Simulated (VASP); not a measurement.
# MnS (Fm-3m) in VASP: further runs

The runs below take MnS through relaxation of cell and atoms, with PBE.

Everything below comes from runs of VASP 6.6.1. Logs are shortened: lines on timing, memory, paths and dates and some standing lists are left out, and cuts for length are marked.

**1. The structure**

Symmetry: Fm-3m, No. 225, cubic system. Conventional cell: a = 5.209 Å, b = 5.209 Å, c = 5.209 Å, α = 90.00°, β = 90.00°, γ = 90.00°. Mn (site symmetry m-3m) has 6 S at 2.60 Å as nearest neighbours. Around S (site symmetry m-3m) lie 6 Mn at 2.60 Å.

**2. Relaxation of cell and atoms, PBE, collinear spin, ferromagnetic start, target pressure 20 GPa, at which the enthalpy is minimised**

Input file INCAR:

```
SYSTEM = MnS
  ALGO = Fast
  EDIFF = 1E-7
  EDIFFG = -0.002
  ENCUT = 350
  GGA = PE
  IBRION = 2
  ISIF = 3
  ISMEAR = 0
  ISPIN = 2
  LASPH = .TRUE.
  LCHARG = .FALSE.
  LMAXMIX = 4
  LORBIT = 11
  LREAL = .FALSE.
  LWAVE = .FALSE.
  MAGMOM = 5 0
  NELM = 150
  NSW = 80
  PREC = Accurate
  PSTRESS = 200.0
  SIGMA = 0.1
```

Input file KPOINTS:

```
k-points
0
G
  14 14 14
  0 0 0
```

Input file POSCAR:

```
MnS
1.0
    0.0000000000      2.6045000000      2.6045000000
    2.6045000000      0.0000000000      2.6045000000
    2.6045000000      2.6045000000      0.0000000000
Mn S
1 1
Direct
    0.0000000000      0.0000000000      0.0000000000
    0.5000000000      0.5000000000      0.5000000000
```

Potentials or basis: VASP PAW PBE potentials, release 64 (Mn_pv, S).

The run is started by

```
$ cat potpaw_PBE.64/Mn_pv/POTCAR potpaw_PBE.64/S/POTCAR > POTCAR
$ mpirun -np 1 vasp_std > vasp.out
```

OUTCAR:

```text
SYSTEM = MnS
   EDIFF = 1E-7
   EDIFFG = -0.002
   ENCUT = 350
   GGA = PE
   IBRION = 2
   ISIF = 3
   ISMEAR = 0
   ISPIN = 2
   LASPH = .TRUE.
   LORBIT = 11
   LREAL = .FALSE.
   NELM = 150
   NSW = 80
   PREC = Accurate
   PSTRESS = 200.0

 ion  position               nearest neighbor table
   1  0.000  0.000  0.000-   2 2.60   2 2.60   2 2.60   2 2.60   2 2.60   2 2.60
   2  0.500  0.500  0.500-   1 2.60   1 2.60   1 2.60   1 2.60   1 2.60   1 2.60

  LATTYP: Found a face centered cubic cell.
 ALAT       =     5.2090000000

  Lattice vectors:

 A1 = (   0.0000000000,   2.6045000000,   2.6045000000)
 A2 = (   2.6045000000,   0.0000000000,   2.6045000000)
 A3 = (   2.6045000000,   2.6045000000,   0.0000000000)

Analysis of symmetry for initial positions (statically):
=====================================================================
 Subroutine PRICEL returns:
 Original cell was already a primitive cell.

 Routine SETGRP: Setting up the symmetry group for a
 face centered cubic supercell.

 Subroutine GETGRP returns: Found 48 space group operations
 (whereof 48 operations were pure point group operations)
 out of a pool of 48 trial point group operations.

The static configuration has the point symmetry O_h .

Analysis of symmetry for dynamics (positions and initial velocities):
=====================================================================
 Subroutine PRICEL returns:
 Original cell was already a primitive cell.

 Routine SETGRP: Setting up the symmetry group for a
 face centered cubic supercell.

 Subroutine GETGRP returns: Found 48 space group operations
 (whereof 48 operations were pure point group operations)
 out of a pool of 48 trial point group operations.

The dynamic configuration has the point symmetry O_h .

Analysis of structural, dynamic, and magnetic symmetry:
=====================================================================
 Subroutine PRICEL returns:
 Original cell was already a primitive cell.

 Routine SETGRP: Setting up the symmetry group for a
 face centered cubic supercell.

 Subroutine GETGRP returns: Found 48 space group operations
 (whereof 48 operations were pure point group operations)
 out of a pool of 48 trial point group operations.

The overall configuration has the point symmetry O_h .

 Subroutine INISYM returns: Found 48 space group operations
 (whereof 48 operations are pure point group operations),
 and found     1 'primitive' translations

----------------------------------------------------------------------------------------

                                     Primitive cell

  volume of cell :      35.3348

  direct lattice vectors                    reciprocal lattice vectors
     0.000000000  2.604500000  2.604500000    -0.191975427  0.191975427  0.191975427
     2.604500000  0.000000000  2.604500000     0.191975427 -0.191975427  0.191975427
     2.604500000  2.604500000  0.000000000     0.191975427  0.191975427 -0.191975427

  length of vectors
     3.683319223  3.683319223  3.683319223     0.332511194  0.332511194  0.332511194

  position of ions in fractional coordinates (direct lattice)
     0.000000000  0.000000000  0.000000000
     0.500000000  0.500000000  0.500000000

  ion indices of the primitive-cell ions
   primitive index   ion index
                 1           1
                 2           2

----------------------------------------------------------------------------------------

 KPOINTS: k-points

Automatic generation of k-mesh.
 Grid dimensions read from file:
 generate k-points for:   14   14   14

 Generating k-lattice:

  Cartesian coordinates                     Fractional coordinates (reciprocal lattice)
    -0.013712531  0.013712531  0.013712531     0.071428571  0.000000000  0.000000000
     0.013712531 -0.013712531  0.013712531     0.000000000  0.071428571  0.000000000
     0.013712531  0.013712531 -0.013712531     0.000000000  0.000000000  0.071428571

  Length of vectors
     0.023750800  0.023750800  0.023750800

  Shift w.r.t. Gamma in fractional coordinates (k-lattice)
     0.000000000  0.000000000  0.000000000

 Subroutine IBZKPT returns following result:
 ===========================================

 Found    104 irreducible k-points:

 Following reciprocal coordinates:
            Coordinates               Weight
  0.000000  0.000000  0.000000      1.000000
  0.071429  0.000000  0.000000      8.000000
  0.142857  0.000000  0.000000      8.000000
  0.214286  0.000000  0.000000      8.000000
  0.285714  0.000000  0.000000      8.000000
  0.357143  0.000000  0.000000      8.000000
[... 16 lines left out ...]
  0.214286  0.142857  0.000000     24.000000
  0.285714  0.142857  0.000000     24.000000
 [... further k-points ...]
   k-points           NKPTS =    104   k-points in BZ     NKDIM =    104   number of bands    NBANDS=     16
   number of dos      NEDOS =    301   number of ions     NIONS =      2
   total plane-waves  NPLWV =  13824
   dimension x,y,z NGX =    24 NGY =   24 NGZ =   24
   dimension x,y,z NGXF=    48 NGYF=   48 NGZF=   48
   ions per type =               1   1
   NGX,Y,Z   is equivalent  to a cutoff of  10.83, 10.83, 10.83 a.u.
   NGXF,Y,Z  is equivalent  to a cutoff of  21.66, 21.66, 21.66 a.u.
 SYSTEM =  MnS
   PREC   = accura    normal or accurate (medium, high low for compatibility)
   ISTART =      0    job   : 0-new  1-cont  2-samecut
   ICHARG =      2    charge: 1-file 2-atom 10-const
   ISPIN  =      2    spin polarized calculation?
   LNONCOLLINEAR =      F non collinear calculations
   LSORBIT =      F    spin-orbit coupling
   LASPH  =      T    aspherical Exc in radial PAW
   ENCUT  =  350.0 eV  25.72 Ry    5.07 a.u.   5.62  5.62  5.62*2*pi/ulx,y,z
   NELM   =    150;   NELMIN=  2; NELMDL= -5     # of ELM steps
   EDIFF  = 0.1E-06   stopping-criterion for ELM
   LREAL  =      F    real-space projection
   EDIFFG = -.2E-02   stopping-criterion for IOM
   NSW    =     80    number of steps for IOM
   IBRION =      2    ionic relax: 0-MD 1-quasi-New 2-CG
   NFREE  =      1    steps in history (QN), initial steepest desc. (CG)
   ISIF   =      3    stress and relaxation
   ISYM   =      2    0-nonsym 1-usesym 2-fastsym
   POTIM  = 0.5000    time-step for ionic-motion
   TEBEG  =    0.0;   TEEND  =   0.0 temperature during run
   PSTRESS=  200.0 pullay stress
   NELECT =      19.0000    total number of electrons
   NUPDOWN=      -1.0000    fix difference up-down
   EMIN   =  10.00;   EMAX   =-10.00  energy-range for DOS
   EFERMI =   0.00;   METHOD = LEGACY
   ISMEAR =     0;   SIGMA  =   0.10  broadening in eV -4-tet -1-fermi 0-gaus
   EFERMI_NEDOS =   21; number of points for ismear=-14 and -15
   IALGO  =     68    algorithm
   IMIX   =      4    mixing-type and parameters
     AMIX     =   0.40;   BMIX     =  1.00
     AMIX_MAG =   1.60;   BMIX_MAG =  1.00
  volume/ion in A,a.u.               =      17.67       119.23
  Fermi-wavevector in a.u.,A,eV,Ry     =   1.331246  2.515690 24.112464  1.772216
  Thomas-Fermi vector in A             =   2.460272
   LORBIT       =     11    0 simple, 1 ext, 2 COOP (PROOUT), +10 PAW based schemes
   GGA     = PE    functional components
   LHFCALC =     F    Hartree Fock is set to
   AEXX    =    0.0000 exact exchange contribution
   IVDW    =     0    specifies the selected vdW correction
   LEPSILON=     F    determine dielectric tensor
   LRPA    =     F    only Hartree local field effects (RPA)
 conjugate gradient relaxation of ions
 spin polarized calculation
 RMM-DIIS sequential band-by-band and
 Gauss-broadening in eV      SIGMA  =   0.10
  energy-cutoff  :      350.00
  volume of cell :       35.33
 maximum number of plane-waves:       544
   NGX = 11   NGY = 11   NGZ = 11

--------------------------------------- Ionic step        1  -------------------------------------------

 number of electron      19.0000022 magnetization       4.6944772

 Free energy of the ion-electron system (eV)
  ---------------------------------------------------
  ext. energy  EPLUGINS =         0.00000000
  ---------------------------------------------------
  free energy    TOTEN  =       -14.06883996 eV

  energy without entropy =      -14.06342514  energy(sigma->0) =      -14.06613255

 E-fermi :   6.6805     XC(G=0): -10.6429

 val. band max:        6.6732290283   @ k =   0.3571   0.0000   0.0000
 cond. band min:       6.6947471160   @ k =   0.4286   0.2857   0.0714
 fundamental gap:      0.0215180877
 Fermi energy:         6.6805201402

 spin component 1

 k-point     1 :       0.0000    0.0000    0.0000
  band No.  band energies     occupation
      1     -44.0418      1.00000
      2     -44.0418      1.00000
      3     -44.0418      1.00000
      4      -7.9396      1.00000
      5       3.2706      1.00000
      6       3.2706      1.00000
[... 8 lines left out ...]
     15      15.2404      0.00000
     16      15.2404      0.00000
[... 1004 lines left out ...]
  FREE ENERGIE OF THE ION-ELECTRON SYSTEM (eV)
  ---------------------------------------------------
  free  energy   TOTEN  =       -13.7529014901 eV

  energy  without entropy=      -13.7462126478  energy(sigma->0) =      -13.74955707

  enthalpy is  TOTEN    =       -10.4993306038 eV   P V=        3.2535708863

--------------------------------------- Ionic step        4  -------------------------------------------

 number of electron      18.9999989 magnetization       3.4390887

 Free energy of the ion-electron system (eV)
  ---------------------------------------------------
  ext. energy  EPLUGINS =         0.00000000
  ---------------------------------------------------
  free energy    TOTEN  =       -13.73254307 eV

  energy without entropy =      -13.72575751  energy(sigma->0) =      -13.72915029

 E-fermi :  10.4066     XC(G=0): -12.2789

 val. band max:       10.3931121282   @ k =   0.2857   0.1429   0.0000
 cond. band min:      10.4129985484   @ k =   0.5000   0.5000   0.0000
 fundamental gap:      0.0198864203
 Fermi energy:        10.4065907624

 spin component 1

 k-point     1 :       0.0000    0.0000    0.0000
  band No.  band energies     occupation
      1     -39.6201      1.00000
      2     -39.6201      1.00000
      3     -39.6201      1.00000
      4      -6.4285      1.00000
      5       6.9980      1.00000
      6       6.9980      1.00000
[... 8 lines left out ...]
     15      20.0533      0.00000
     16      20.0533      0.00000
[... 919 lines left out ...]
 POSITION                                       TOTAL-FORCE (eV/Angst)
 -----------------------------------------------------------------------------------
      4.69647      2.34824      2.34824        -0.000000     -0.000000      0.000000
      2.34824      2.34824      2.34824         0.000000      0.000000     -0.000000
 -----------------------------------------------------------------------------------
    total drift:                                0.000000     -0.000000      0.000000

  FREE ENERGIE OF THE ION-ELECTRON SYSTEM (eV)
  ---------------------------------------------------
  free  energy   TOTEN  =       -13.7325430693 eV

  energy  without entropy=      -13.7257575107  energy(sigma->0) =      -13.72915029

  enthalpy is  TOTEN    =       -10.4997691017 eV   P V=        3.2327739676

 reached required accuracy - stopping structural energy minimisation

 total charge

# of ion       s       p       d       tot
------------------------------------------
    1        0.286   6.277   5.170  11.732
    2        1.325   2.461   0.000   3.786
--------------------------------------------------
tot          1.611   8.738   5.170  15.518

 magnetization (x)

# of ion       s       p       d       tot
------------------------------------------
    1        0.056   0.043   3.134   3.233
    2        0.020   0.022   0.000   0.042
--------------------------------------------------
tot          0.076   0.065   3.134   3.275
```

Wall time 3.2 min (1 thread of AMD EPYC 9R14 (Zen 4), shared host); peak memory 0.15 GiB.

Results:

| Item | Value |
| --- | --- |
| Free energy | -13.7325 eV |
| Relaxed volume | 12.95 Å³/atom |
| Relaxed cell | a = 3.321 Å, b = 3.321 Å, c = 3.321 Å, α = 60.00°, β = 60.00°, γ = 60.00° |
| Space group after relaxing (to 0.05 Å) | Fm-3m (No. 225) |
| Energy change on relaxing (the enthalpy is what falls) | +168.1 meV/atom |
| Ionic steps | 4 |
| Pressure after relaxing | 20.0 GPa |
| Band gap on the k mesh | none (metal or under the smearing width) |
| Net moment | 3.44 μB per cell |
| Site moments | Mn +3.23; S +0.04 μB |
| Valence electrons inside the program's atomic spheres | Mn 11.73; S 3.79 |

Step by step:
```tsv
step	energy change (eV)	largest force (eV/Å)	pressure (GPa)	volume (Å³)
1	0.0000	0.0000	-3.35	35.33
2	0.7136	0.0000	33.74	23.74
3	0.3159	0.0000	19.18	26.06
4	0.3363	0.0000	20.00	25.90
```

Final structure:
```yaml
crystal:
  lattice:
    - [0.00000, 2.34824, 2.34824]
    - [2.34824, 0.00000, 2.34824]
    - [2.34824, 2.34824, 0.00000]
  atoms:
    - { symbol: Mn, position: [0.00000, 0.00000, 0.00000] }
    - { symbol: S, position: [0.50000, 0.50000, 0.50000] }
```

Caveat: the cell is relaxed towards a set pressure, so the enthalpy falls and the energy may rise; the volume moved by over 15 % at a fixed basis, so the end points are rough; a cell with one magnetic atom can't hold antiferromagnetic order, which such compounds often take; semilocal functionals often make such compounds metallic where correlation or magnetic order opens a gap, which also shifts bond lengths. With open d or f shells a metallic result of PBE can be an artefact of self-interaction; +U or a hybrid may open a gap.

**3. Relaxation of cell and atoms, PBE, collinear spin, ferromagnetic start, target pressure 20 GPa, at which the enthalpy is minimised**

This run uses another cell than the first one, of 12.95 Å³/atom, 0.733 times its volume.

INCAR is that of step 2.

KPOINTS is that of step 2.

Input file POSCAR:

```
MnS                                     
1.0
    0.0000000000      2.3482372723      2.3482372723
    2.3482372723      0.0000000000      2.3482372723
    2.3482372723      2.3482372723     -0.0000000000
  Mn              S             
     1     1
Direct
     0.0000000000000000    1.0000000000000000    1.0000000000000000
     0.5000000000000000    0.5000000000000000    0.5000000000000000
```

Potentials or basis: VASP PAW PBE potentials, release 64 (Mn_pv, S).

The run is started by

```
$ cat potpaw_PBE.64/Mn_pv/POTCAR potpaw_PBE.64/S/POTCAR > POTCAR
$ mpirun -np 1 vasp_std > vasp.out
```

It took 64 s on 1 thread of AMD EPYC 9R14 (Zen 4), shared host; peak memory 0.12 GiB.

Results (log left out):

```yaml
Free_energy: -13.6995 eV
Relaxed_volume: 12.97 Å³/atom
Relaxed_cell: a = 3.322 Å, b = 3.322 Å, c = 3.322 Å, α = 60.00°, β = 60.00°, γ = 60.00°
Space_group_after_relaxing_to_0.05_Å: Fm-3m (No. 225)
Energy_change_on_relaxing_the_enthalpy_is_what_falls: -2.2 meV/atom
Ionic_steps: 3
Pressure_after_relaxing: 20.0 GPa
Band_gap_on_the_k_mesh: none (metal or under the smearing width)
Net_moment: 3.45 μB per cell
Site_moments: Mn +3.24; S +0.04 μB
Valence_electrons_inside_the_program's_atomic_spheres: Mn 11.72; S 3.79
```

The path:
```tsv
step	energy change (eV)	largest force (eV/Å)	pressure (GPa)	volume (Å³)
1	0.0000	0.0000	20.20	25.90
2	-0.0074	0.0000	19.89	25.96
3	-0.0044	0.0000	20.00	25.93
```

Final structure:
```
Mn S
1.0
     0.00000    2.34930    2.34930
     2.34930    0.00000    2.34930
     2.34930    2.34930    0.00000
Mn S
1 1
Direct
  0.00000 0.00000 0.00000
  0.50000 0.50000 0.50000
```

Levels at points of the mesh, in eV from the Fermi level:
Spin up:
```tsv
k point	band 7	band 8	band 9	band 10	band 11	band 12	band 13	band 14	band 15	band 16
(0.00, 0.00, 0.00)	-3.41	-3.17	-3.17	-2.04	-2.04	-2.04	4.82	9.64	9.64	9.64
(0.50, 0.00, 0.00)	-5.88	-2.29	-2.29	-1.73	2.07	2.07	3.19	5.86	5.86	13.11
(0.50, 0.50, 0.00)	-4.32	-4.32	-2.67	-2.04	-2.04	-1.05	2.03	6.35	13.33	15.48
```
Spin down:
```csv
k point,band 5,band 6,band 7,band 8,band 9,band 10,band 11,band 12
"(0.00, 0.00, 0.00)",-1.89,-1.89,-1.89,-0.77,-0.77,-0.77,-0.67,-0.67
"(0.50, 0.00, 0.00)",-8.55,-4.79,-4.79,0.87,0.87,1.29,3.45,4.09
"(0.50, 0.50, 0.00)",-7.44,-4.08,-4.08,-2.52,0.01,1.26,1.26,1.54
```

Caveat: the cell is relaxed towards a set pressure, so the enthalpy falls and the energy may rise; a cell with one magnetic atom can't hold antiferromagnetic order, which such compounds often take; semilocal functionals often make such compounds metallic where correlation or magnetic order opens a gap, which also shifts bond lengths.

[end of part 1 of 2]
